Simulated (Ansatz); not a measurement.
# La: equation of state with PBE

The system is La.

```xyz
2
Lattice="3.7500 0.0000 0.0000 -1.8750 3.2476 0.0000 0.0000 0.0000 6.0700" Properties=species:S:1:pos:R:3 pbc="T T T"
La    1.8750    1.0825    4.5525
La    0.0000    2.1651    1.5175
```

This isn't the form of La at room conditions, which is double hcp.

```json
{
  "Program": "Ansatz 0.2.0",
  "Task": "equation of state",
  "Functional": "PBE",
  "Potentials or basis": "Ansatz PAW",
  "Cutoff": "420 eV",
  "Density cutoff": "1680 eV",
  "k mesh": "8 × 8 × 5",
  "Occupations": "fermi-dirac, width 0.05 eV",
  "Spin": "no spin polarisation"
}
```

```json
{
 "Equilibrium volume": "37.92 Å³/atom (rough: see the caveat)",
 "Bulk modulus at fixed shape and positions": "26 GPa (rough)"
}
```

Energy against volume, from the lowest point:
```csv
volume (Å³/atom),energy (meV/atom)
34.744,22.83
35.483,13.21
36.222,6.25
36.962,1.88
37.701,0.00
38.440,0.49
39.179,3.22
```

All runs of the series together: 8.4 s on 2 threads of Arm Neoverse V2, on a shared host.

Caveat: the fit is doubtful: noisy points or a state that changes with volume; the cell was scaled at fixed shape and fractional positions, which overstates the stiffness of a crystal with free parameters, most of all of layers and chains. Spin-orbit coupling is left out, which matters for the levels of La.
